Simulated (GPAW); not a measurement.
The system is InPd.

```
CELL_PARAMETERS angstrom
3.27188 0.00000 0.00000
0.00000 3.27188 0.00000
0.00000 0.00000 3.27188
ATOMIC_POSITIONS crystal
In 0.00000 0.00000 0.00000
Pd 0.50000 0.50000 0.50000
```

The cell comes from a database or a generator and needn't be the stable form of this composition.

- Program: GPAW 26.7.0
- Task: relaxation of cell and atoms
- Functional: BLYP
- Potentials or basis: PAW data sets generated in the run's folder for this functional
- Cutoff: 600 eV
- Basis: pw
- k mesh: 8 × 8 × 8
- Occupations: fermi-dirac, width 0.05 eV
- Spin: no spin polarisation

At the start: pressure 11.2 GPa; volume 17.51 Å³/atom.

Task: Where does the relaxation end?

Result: Over 4 steps the energy falls by 62.2 meV/atom and the volume is 19.46 Å³/atom (+11.1 %); space group Pm-3m (No. 221, to 0.05 Å).

Step by step:
```csv
step,energy change (eV),largest force (eV/Å),pressure (GPa),volume (Å³)
1,0.0000,0.0000,11.18,35.03
2,-0.0545,0.0000,7.81,35.96
3,-0.1220,0.0000,1.21,38.42
4,-0.1244,0.0000,0.09,38.93
```

Final structure:
```
In Pd
1.0
     3.38917    0.00000    0.00000
     0.00000    3.38917    0.00000
     0.00000    0.00000    3.38917
In Pd
1 1
Direct
  0.00000 0.00000 0.00000
  0.50000 0.50000 0.50000
```

Caveat: later steps reuse the first step's grids.
